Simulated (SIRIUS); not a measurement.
# Au (Fm-3m) in SIRIUS: reference runs

Aim: a first look at Au with PBEsol, on the cell as given and on a disturbed one.

Program: SIRIUS 7.10.0. These are calculated values, not measurements. Logs are shortened: lines on timing, memory, paths and dates and some standing lists are left out, and cuts for length are marked. The log counts tension as positive stress, the text compression.

### 1 Starting point

It takes space group Fm-3m (No. 225, cubic). The conventional cell has a = 4.070 Å, b = 4.070 Å, c = 4.070 Å, α = 90.00°, β = 90.00°, γ = 90.00°. Au (site symmetry m-3m) is surrounded by 12 Au at 2.88 Å.

### 2 Single point, PBEsol

File sirius.json:

```json
{
  "control": {
    "processing_unit": "cpu",
    "verbosity": 2,
    "num_bands_to_print": 17,
    "print_forces": true,
    "print_stress": true
  },
  "parameters": {
    "electronic_structure_method": "pseudopotential",
    "xc_functionals": ["XC_GGA_X_PBE_SOL", "XC_GGA_C_PBE_SOL"],
    "gk_cutoff": 8.8,
    "pw_cutoff": 17.6,
    "ngridk": [11, 11, 11],
    "shiftk": [0, 0, 0],
    "smearing": "fermi_dirac",
    "smearing_width": 0.0018374661,
    "num_bands": 17,
    "num_mag_dims": 0,
    "num_dft_iter": 100,
    "energy_tol": 1e-08,
    "density_tol": 1e-06
  },
  "iterative_solver": {
    "type": "davidson",
    "min_tolerance": 1e-09,
    "tolerance_scale": [0.1, 0.25]
  },
  "mixer": {
    "type": "anderson",
    "beta": 0.7,
    "max_history": 8
  },
  "settings": {
    "tol_ne": 1e-10,
    "pseudo_grid_cutoff": 6.5
  },
  "unit_cell": {
    "lattice_vectors": [
      [0.0, 3.845592663613, 3.845592663613],
      [3.845592663613, 0.0, 3.845592663613],
      [3.845592663613, 3.845592663613, 0.0]
    ],
    "atom_coordinate_units": "lattice",
    "atom_types": ["Au"],
    "atom_files": {
      "Au": "Au.json"
    },
    "atoms": {
      "Au": [
        [0.0, 0.0, 0.0]
      ]
    }
  }
}
```

Potentials or basis: PseudoDojo 0.4.1 PBEsol standard (scalar relativistic).

Run with:

```bash
$ upf_to_json Au.upf
$ OMP_NUM_THREADS=1 sirius.scf --input=sirius.json --output=out.json --task=0
```

Output:

```text
[info] SIRIUS version : 7.10.0
[info] number of MPI ranks           : 1
[info] MPI grid                      : 1 1
[info] maximum number of OMP threads : 1
[fft] FFT context for density and potential
[fft] =====================================
[fft]   comm size                             : 1
[fft]   plane wave cutoff                     : 17.6
[fft]   grid size                             : 36 36 36   total : 46656
[fft]   grid limits                           : -17 18   -17 18   -17 18
[fft]   number of G-vectors within the cutoff : 5245
[fft]   local number of G-vectors             : 5245
[fft]   number of G-shells                    : 317
[fft] FFT context for coarse grid
[fft] =====================================
[fft]   comm size                             : 1
[fft]   plane wave cutoff                     : 17.6
[fft]   grid size                             : 36 36 36   total : 46656
[fft]   grid limits                           : -17 18   -17 18   -17 18
[fft]   number of G-vectors within the cutoff : 5245
[fft]   local number of G-vectors             : 5245
[fft]   number of G-shells                    : 317
[unit cell] lattice vectors
[unit cell]   a1 :       0.0000000000      3.8455926636      3.8455926636
[unit cell]   a2 :       3.8455926636      0.0000000000      3.8455926636
[unit cell]   a3 :       3.8455926636      3.8455926636      0.0000000000
[unit cell] reciprocal lattice vectors
[unit cell]   b1 :      -0.8169332866      0.8169332866      0.8169332866
[unit cell]   b2 :       0.8169332866     -0.8169332866      0.8169332866
[unit cell]   b3 :       0.8169332866      0.8169332866     -0.8169332866
[unit cell] unit cell volume :       113.74173208 [a.u.^3]
[unit cell] 1/sqrt(omega)    :         0.09376485
[unit cell] MT volume        :         0.00000000 ( 0.00%)
[unit cell] IT volume        :       113.74173208 (100.00%)
[unit cell] number of atom types : 1
[unit cell] type id : 0 symbol : Au mt_radius :  13.390000 num_atoms : 1
[unit cell] total number of atoms : 1
[unit cell] number of symmetry classes : 1
[unit cell] number of PAW atoms : 0
[unit cell] atom id  type id  class id             position                      vector_field
[unit cell] ------------------------------------------------------------------------------------------
[unit cell]      0        0        0      0.00000   0.00000   0.00000      0.00000   0.00000   0.00000
[unit cell] atom id         position (Cartesian, a.u.)
[unit cell] ---------------------------------------------
[unit cell]      0       0.000000    0.000000    0.000000
[unit cell] class id : 0 atom id : 0
[unit cell] minimum bond length:     5.438489
[unit cell] total number of pseudo wave-functions: 10
[sym] space group number   : 225
[sym] international symbol : Fm-3m
[sym] Hall symbol          : -F 4 2 3
[sym] space group transformation matrix :
[sym]   0.0000  0.5000  0.5000
[sym]   0.5000  0.0000  0.5000
[sym]   0.5000  0.5000  0.0000
[sym] space group origin shift :
[sym]   0.0000  0.0000  0.0000
[sym] number of space group operations  : 48
[sym] number of magnetic group operations : 48
[sym] metric tensor error: 0.0000e+00
[sym] rotation matrix error: 3.3666e-17
[sym] symmetry operations
[... list of symmetry operations ...]
[atom type] label          : Au
[atom type] --------------------------------------------------------------------------------
[atom type] symbol         : Au
[atom type] name           :
[atom type] zn             : 19
[... 176 lines left out ...]
[find] Efermi                         :       0.76436691
[find] iteration : 3, RMS : 1.606297057081e-04, energy difference : -4.849681644714e-05
[find] Hartree energy of density residual : 5.439523491360e-07
[find] | SCF iteration   4 out of 100|
[diagonalize] iterative solver tolerance (occupied, empty): 1.60215e-05 1.60215e-05
[... 38 lines left out ...]
[find] Free energy (E-TS)             :    -147.42260414 (Ha),    -294.84520828 (Ry)
[find] band gap (eV)                  :       0.00000000
[find] Efermi                         :       0.76448658
[find] iteration : 8, RMS : 1.257744052914e-07, energy difference : 5.911573452977e-09
[find] Hartree energy of density residual : 7.180735100054e-14
[find] | SCF iteration   9 out of 100|
[diagonalize] iterative solver tolerance (occupied, empty): 6.26562e-09 6.26562e-09
[diagonalize] average number of iterations: 1.625
[find] Total energy                   :    -147.42254858 (Ha),    -294.84509716 (Ry)
[find] Free energy (E-TS)             :    -147.42260414 (Ha),    -294.84520828 (Ry)
[find] band gap (eV)                  :       0.00000000
[find] Efermi                         :       0.76448652
[find] iteration : 9, RMS : 8.819530769845e-08, energy difference : -3.149978056172e-10
[find] Hartree energy of density residual : 1.310910117269e-13
[find] bands are converged : true
[find] iterative solver converged : false
[find] +------------------------------+
[find] | SCF iteration  10 out of 100|
[find] +------------------------------+
[diagonalize] iterative solver tolerance (occupied, empty): 1.5664e-09 1.5664e-09
[diagonalize] average number of iterations: 2.01786
[diagonalize] Lowest band energies
[diagonalize] ik:    0   -3.119325   -1.325912   -1.325912   -1.325912    0.395196    0.590616    0.590616    0.590616    0.648061    0.648061    1.294317    1.443173    1.443173    1.443173    1.625286    1.792794    1.792794
[diagonalize] ik:    1   -3.119288   -1.326585   -1.326014   -1.326014    0.405837    0.587197    0.594189    0.594189    0.646531    0.646531    1.306291    1.384146    1.455936    1.455936    1.655049    1.728895    1.741064
[diagonalize] ik:    2   -3.119191   -1.328384   -1.326286   -1.326286    0.435057    0.581523    0.600654    0.600654    0.646615    0.646615    1.268502    1.337063    1.487314    1.487314    1.576429    1.652711    1.652711
[diagonalize] ik:    3   -3.119063   -1.330725   -1.326643   -1.326643    0.470385    0.589666    0.600205    0.600205    0.658210    0.658210    1.143223    1.328534    1.493506    1.493506    1.571374    1.605252    1.605252
[diagonalize] ik:    4   -3.118946   -1.332860   -1.326970   -1.326970    0.488503    0.594295    0.594295    0.636041    0.677353    0.677353    1.011790    1.297151    1.439420    1.439420    1.639569    1.639569    1.642278
[diagonalize] ...
[diagonalize] ik:   51   -3.118717   -1.332989   -1.330212   -1.328978    0.520661    0.534160    0.633351    0.666070    0.701525    0.897838    0.944095    1.064622    1.151894    1.470254    1.565900    1.703199    1.861999
[diagonalize] ik:   52   -3.118790   -1.332359   -1.329910   -1.328229    0.544934    0.551371    0.578187    0.654789    0.677076    0.793923    1.050128    1.108707    1.223318    1.513752    1.534836    1.709698    1.799695
[diagonalize] ik:   53   -3.118747   -1.332279   -1.330667   -1.328557    0.548836    0.557417    0.579810    0.643838    0.690732    0.865809    0.967280    1.092323    1.181941    1.499434    1.597459    1.743411    1.808950
[diagonalize] ik:   54   -3.118724   -1.332512   -1.330469   -1.329055    0.534126    0.545495    0.603028    0.655211    0.701677    0.886445    0.984771    1.060722    1.128156    1.542985    1.566494    1.671526    1.858270
[diagonalize] ik:   55   -3.118720   -1.331784   -1.331332   -1.329009    0.542117    0.561801    0.583456    0.643662    0.701546    0.919672    0.982005    1.018380    1.135690    1.541989    1.614868    1.682151    1.797543
[find] Charges and magnetic moments
[find] --------------------------------------------------------------------------------
[find] total charge          : 19.000000
[find] Energy
[find] --------------------------------------------------------------------------------
[find] valence_eval_sum               :      -7.53775610
[find] <rho|V^{XC}>                   :     -18.64003614
[find] <rho|E^{XC}>                   :     -25.13585148
[find] <mag|B^{XC}>                   :       0.00000000
[find] <rho|V^{H}>                    :      51.57897812
[find] one-electron contribution      :     -40.47669807 (Ha),     -80.95339614 (Ry)
[find] hartree contribution           :      25.78948906
[find] xc contribution                :     -25.13585148
[find] ewald contribution             :    -107.59948814
[find] PAW contribution               :       0.00000000
[find] smearing (-TS)                 :      -0.00005556
[find] SCF correction                 :       0.00000005
[find] Total energy                   :    -147.42254858 (Ha),    -294.84509716 (Ry)
[find] Free energy (E-TS)             :    -147.42260414 (Ha),    -294.84520828 (Ry)
[find] band gap (eV)                  :       0.00000000
[find] Efermi                         :       0.76448658
[find] iteration : 10, RMS : 2.033085971020e-08, energy difference : 2.585238689790e-10
[find] Hartree energy of density residual : 3.679980439979e-15
[find] bands are converged : true
[find] iterative solver converged : true
[find] converged after 11 SCF iterations!
[find] Charges and magnetic moments
[find] --------------------------------------------------------------------------------
[find] total charge          : 19.000000
[find] Energy
[find] --------------------------------------------------------------------------------
[find] valence_eval_sum               :      -7.53775610
[find] <rho|V^{XC}>                   :     -18.64003614
[find] <rho|E^{XC}>                   :     -25.13585148
[find] <mag|B^{XC}>                   :       0.00000000
[find] <rho|V^{H}>                    :      51.57897812
[find] one-electron contribution      :     -40.47669807 (Ha),     -80.95339614 (Ry)
[find] hartree contribution           :      25.78948906
[find] xc contribution                :     -25.13585148
[find] ewald contribution             :    -107.59948814
[find] PAW contribution               :       0.00000000
[find] smearing (-TS)                 :      -0.00005556
[find] SCF correction                 :       0.00000005
[find] Total energy                   :    -147.42254858 (Ha),    -294.84509716 (Ry)
[find] Free energy (E-TS)             :    -147.42260414 (Ha),    -294.84520828 (Ry)
[find] band gap (eV)                  :       0.00000000
[find] Efermi                         :       0.76448658
[ground_state] === stress tensor components [kbar] ===
[ground_state] === stress_kin ===
[ground_state] -73333.499890   -0.000000    0.000000
[ground_state]    -0.000000-73333.499890    0.000000
[ground_state]     0.000000    0.000000-73333.499890
[ground_state] === stress_har ===
[ground_state] -22236.132411   -0.000000   -0.000000
[ground_state]    -0.000000-22236.132411    0.000000
[ground_state]    -0.000000    0.000000-22236.132411
[ground_state] === stress_ewald ===
[ground_state] 92774.093353    0.000000   -0.000000
[ground_state]     0.00000092774.093353   -0.000000
[ground_state]    -0.000000   -0.00000092774.093353
[ground_state] === stress_vloc ===
[ground_state]  1493.046183    0.000000   -0.000000
[ground_state]     0.000000 1493.046183   -0.000000
[ground_state]    -0.000000   -0.000000 1493.046183
[ground_state] === stress_xc ===
[ground_state] -16612.503183   -0.000000    0.000000
[ground_state]    -0.000000-16612.503183    0.000000
[ground_state]     0.000000    0.000000-16612.503183
[ground_state] === stress_core ===
[ground_state] 32228.560890    0.000000   -0.000000
[ground_state]     0.00000032228.560890   -0.000000
[ground_state]    -0.000000   -0.00000032228.560890
[ground_state] === stress_nonloc ===
[ground_state] -14326.153708   -0.000000    0.000000
[ground_state]    -0.000000-14326.153708    0.000000
[ground_state]     0.000000    0.000000-14326.153708
[ground_state] === stress_us_nl ===
[ground_state] -14326.153708   -0.000000    0.000000
[ground_state]    -0.000000-14326.153708    0.000000
[ground_state]     0.000000    0.000000-14326.153708
[ground_state] === stress_total ===
[ground_state]   -12.588765   -0.000000    0.000000
[ground_state]    -0.000000  -12.588765    0.000000
[ground_state]     0.000000    0.000000  -12.588765
[ground_state] ==== total Forces in Ha/bohr =====
[ground_state] atom:    0, force:       0.0000000      0.0000000      0.0000000
[... 8 lines left out ...]
[ground_state] ==== Ewald forces from ions =====
[ground_state] atom:    0, force:       0.0000000      0.0000000      0.0000000
[~DFT_ground_state] local op. applied: 23674
[~DFT_ground_state] evp. work count: 5653.91
[~DFT_ground_state] number of iterative solver steps: 1618
```

It took 23 s on 1 thread of Arm Neoverse V2, shared host; peak memory 0.28 GiB.

What came out:

* Free energy: -4011.5734 eV
* Pressure: 1.3 GPa
* Band gap on the k mesh: none (metal or under the smearing width)

(Part 1 of 2 ends here.)
